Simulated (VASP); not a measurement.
# CdTe in VASP 6.6.1, single-point calculation

INCAR

```
NELM = 120
GGA = PS
LCHARG = .FALSE.
LASPH = .TRUE.
NSW = 0
IBRION = -1
LREAL = .FALSE.
ISIF = 2
NBANDS = 16
ENCUT = 520
LWAVE = .FALSE.
EDIFF = 1E-7
ISMEAR = 0
PREC = Accurate
SIGMA = 0.01
```

KPOINTS

```
KPOINTS created by Atomic Simulation Environment
0
Monkhorst-Pack
6 6 6
0 0 0
```

POSCAR

```
Cd Te
 1.0000000000000000
     0.0000000000000000    3.2799551176437878    3.2799551176437878
     3.2799551176437878    0.0000000000000000    3.2799551176437878
     3.2799551176437878    3.2799551176437878    0.0000000000000000
 Cd  Te
   1   1
Cartesian
  0.0000000000000000  0.0000000000000000  0.0000000000000000
  1.6399775588218934  1.6399775588218934  1.6399775588218934
```

The recommended PBE PAW datasets give the neutral cell 18 valence electrons.

Command

```
mpirun -np 1 vasp_std
```

OSZICAR

```
N       E                     dE             d eps       ncg     rms          rms(c)
DAV:   1     0.978843805732E+02    0.97884E+02   -0.82273E+03   904   0.971E+02
DAV:   2    -0.224067197884E+01   -0.10013E+03   -0.95255E+02  1136   0.233E+02
DAV:   3    -0.570671542565E+01   -0.34660E+01   -0.34626E+01  1064   0.452E+01
DAV:   4    -0.573941557369E+01   -0.32700E-01   -0.32699E-01  1368   0.383E+00
DAV:   5    -0.573948809678E+01   -0.72523E-04   -0.72523E-04  1120   0.171E-01    0.505E+00
DAV:   6    -0.550194435686E+01    0.23754E+00   -0.43636E-01  1104   0.805E+00    0.426E+00
DAV:   7    -0.548463870659E+01    0.17306E-01   -0.95087E-02  1160   0.201E+00    0.176E+00
DAV:   8    -0.548372004962E+01    0.91866E-03   -0.93402E-03   936   0.109E+00    0.444E-01
DAV:   9    -0.548369766533E+01    0.22384E-04   -0.76712E-04  1072   0.290E-01    0.968E-02
DAV:  10    -0.548372767801E+01   -0.30013E-04   -0.10189E-04  1104   0.949E-02    0.514E-02
DAV:  11    -0.548375178211E+01   -0.24104E-04   -0.42706E-05  1056   0.362E-02    0.317E-02
DAV:  12    -0.548375035450E+01    0.14276E-05   -0.31746E-06  1064   0.120E-02    0.174E-02
DAV:  13    -0.548375026228E+01    0.92212E-07   -0.46302E-07  1152   0.331E-03
   1 F= -.54837503E+01 E0= -.54837503E+01  d E =-.161915E-31
```

From OUTCAR

```
k-points           NKPTS =     28   k-points in BZ     NKDIM =     28   number of bands    NBANDS=     16

   NELECT =      18.0000    total number of electrons

   dimension x,y,z NGX =    36 NGY =   36 NGZ =   36
   dimension x,y,z NGXF=    72 NGYF=   72 NGZF=   72

  energy-cutoff  :      520.00
  volume of cell :       70.57
      direct lattice vectors                 reciprocal lattice vectors
     0.000000000  3.279955118  3.279955118    -0.152441110  0.152441110  0.152441110
     3.279955118  0.000000000  3.279955118     0.152441110 -0.152441110  0.152441110
     3.279955118  3.279955118  0.000000000     0.152441110  0.152441110 -0.152441110

 k-points in reciprocal lattice and weights: KPOINTS created by Atomic Simulation Env
   0.08333333  0.08333333  0.08333333       0.009
   0.25000000  0.08333333  0.08333333       0.028
   0.41666667  0.08333333  0.08333333       0.028
  -0.41666667  0.08333333  0.08333333       0.028
  -0.25000000  0.08333333  0.08333333       0.028
  -0.08333333  0.08333333  0.08333333       0.028
   0.25000000  0.25000000  0.08333333       0.028
   0.41666667  0.25000000  0.08333333       0.056
   ...

 E-fermi :   1.9076

 k-point     1 :       0.0833    0.0833    0.0833
  band No.  band energies     occupation
      1      -9.0978      2.00000
      2      -6.2407      2.00000
      3      -6.2407      2.00000
      4      -6.2267      2.00000
      5      -6.0068      2.00000
      6      -6.0068      2.00000
      7       1.1446      2.00000
      8       1.8275      2.00000
      9       1.8275      2.00000
     10       3.0567      0.00000
     11       6.3967      0.00000
     12       6.5553      0.00000
     13       6.5553      0.00000
     14       9.5265      0.00000
     15      10.7073      0.00000
     16      10.7073      0.00000

 k-point     2 :       0.2500    0.0833    0.0833
  band No.  band energies     occupation
      1      -8.9815      2.00000
      2      -6.2227      2.00000
      3      -6.2133      2.00000
      4      -6.1237      2.00000
      5      -6.0120      2.00000
      6      -6.0018      2.00000
      7      -0.2465      2.00000
      8       1.2389      2.00000
      9       1.6836      2.00000
     10       3.9397      0.00000
     11       6.4022      0.00000
     12       6.7983      0.00000
     13       7.2163      0.00000
     14       9.7870      0.00000
     15      10.2328      0.00000
     16      10.8232      0.00000

 k-point     3 :       0.4167    0.0833    0.0833
  band No.  band energies     occupation
      1      -8.8035      2.00000
      2      -6.1928      2.00000
      3      -6.1885      2.00000
      4      -6.0077      2.00000
      5      -6.0029      2.00000
      6      -5.8386      2.00000
      7      -1.8020      2.00000
      8       0.8618      2.00000
      9       1.2995      2.00000
     10       3.9990      0.00000
     11       6.9763      0.00000
     12       7.1025      0.00000
     13       8.0835      0.00000
     14      10.1731      0.00000
     15      10.3895      0.00000
     16      11.6795      0.00000

 ...

  Total       -0.4848143     -0.4848143     -0.4848143      0.0000000      0.0000000      0.0000000
  in kB      -11.0065768    -11.0065768    -11.0065768      0.0000000      0.0000000      0.0000000
  external PRESSURE =     -11.0065768 kB  Pullay stress =       0.0000000 kB

 POSITION                                       TOTAL-FORCE (eV/Angst)
 -----------------------------------------------------------------------------------
      0.00000      0.00000      0.00000        -0.000000     -0.000000     -0.000000
      1.63998      1.63998      1.63998         0.000000      0.000000      0.000000
 -----------------------------------------------------------------------------------
    total drift:                               -0.000000     -0.000000     -0.000000

  FREE ENERGIE OF THE ION-ELECTRON SYSTEM (eV)
  ---------------------------------------------------
  free  energy   TOTEN  =        -5.4837502623 eV

  energy  without entropy=       -5.4837502623  energy(sigma->0) =       -5.48375026
```

It converged. Results: gap between bands v and c on the k mesh 1.23 eV; least direct gap on the k mesh 1.23 eV; pressure -1.1 GPa. Band v is the last that the valence electrons fill when counted band by band, and c is the next.

The shifted mesh misses Γ, so a band edge there is missed.

For comparison, a separate PBEsol run of the intended cell, on usual settings and not on those above, gives a gap of 0.55 eV on its mesh and a pressure of -1.1 GPa.

The run above took about 13 s on one core of a shared host (Intel Xeon 6975P-C) and held 0.21 GiB at most.
